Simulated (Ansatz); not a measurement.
**Nuclear-site quantities of TiS₂ as the cell is scaled**

```yaml
crystal:
  lattice:
    - [3.41200, 0.00000, 0.00000]
    - [-1.70600, 2.95488, 0.00000]
    - [0.00000, 0.00000, 5.69500]
  atoms:
    - { symbol: Ti, position: [0.00000, 0.00000, 0.00000] }
    - { symbol: S, position: [0.33333, 0.66667, 0.25000] }
    - { symbol: S, position: [0.66667, 0.33333, 0.75000] }
```

Atoms are numbered in the order listed.

The conventional cell has a = 3.412 Å, b = 3.412 Å, c = 5.695 Å, α = 90.00°, β = 90.00°, γ = 120.00°. Around Ti (atom 1) lie 6 S at 2.43 Å. S (atom 2) is surrounded by 3 Ti at 2.43 Å.

The cell comes from COD entry 1537865, which wasn't checked; take it as a given geometry. It is an old determination, and later ones may differ.

These are results of Ansatz 0.2.0, DFT, PBEsol, all-electron PAW with datasets made for the crystal, scalar-relativistic, not measurements.

Settings: a Γ-centred 14×14×7 k mesh, Fermi–Dirac smearing of 0.05 eV, cutoff 300 eV (chosen by the program for this cell), no spin polarisation.

The contact density is the mean electron density over the nuclear volume; its changes follow the s electrons' response to bonding and compression. Changes below are taken from the unscaled cell, where it is 56686.8 e/Å³ at Ti1, 19720.9 e/Å³ at S2.

Volumes at which the program chose other datasets or cutoffs are left out.

```
V/V(cell)  P (GPa)  Δρ(0) Ti1 (e/Å³)  Δρ(0) S2 (e/Å³)
   0.9900     -2.6              0.06            -0.06
   1.0000     -3.5              0.00             0.00
   1.0100     -4.4             -0.06                ?
   1.0200     -5.3                 ?                ?
```

Problem. What belongs in the row "1.0200", column "Δρ(0) S2 (e/Å³)"?

Solution. 0.11.

Problem. Give the missing entry: row "1.0100", column "Δρ(0) S2 (e/Å³)".

Solution. 0.06.

Problem. What belongs in the row "1.0200", column "Δρ(0) Ti1 (e/Å³)"?

Solution. -0.13.

The datasets are made afresh for each cell, so very small changes are uncertain.
